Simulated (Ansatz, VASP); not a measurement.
Ge in VASP and in Ansatz

```
Ge
1.0
     2.80510    0.00000    0.00000
    -1.40255    2.42929    0.00000
     0.00000    0.00000    2.75509
Ge
1
Direct
  0.00000 0.00000 0.00000
```

Alike in both runs: functional PBEsol; k mesh 6 × 6 × 6; occupations gaussian, width 0.1 eV; no spin polarisation.

Ansatz relaxed the structure, and its values are those at the end. VASP's run is a single point on that final structure, the one shown.

|  | VASP | Ansatz |
| --- | --- | --- |
| version | VASP 6.6.1 | Ansatz 0.2.0 |
| potentials or method | VASP PAW PBE potentials, release 64 (Ge_d) | scalar-relativistic, plane waves, PAW |
| plane-wave cutoff (eV) | 520 | 420 |
| valence electrons in the cell | 14 | 14 |

|  | VASP | Ansatz | Ansatz less VASP |
| --- | --- | --- | --- |
| gap on the k mesh at the Fermi level (eV) | none | none | - |
| pressure (GPa) | 0.3 | 0.0 | -0.30 |

A gap of «none» marks a metal or a gap that the smearing closes.

Caveats: the k mesh is coarse (spacing up to 0.43 Å⁻¹), so the values aren't converged; the PAW data sets were made with another functional, which shifts forces and pressure a little (VASP).
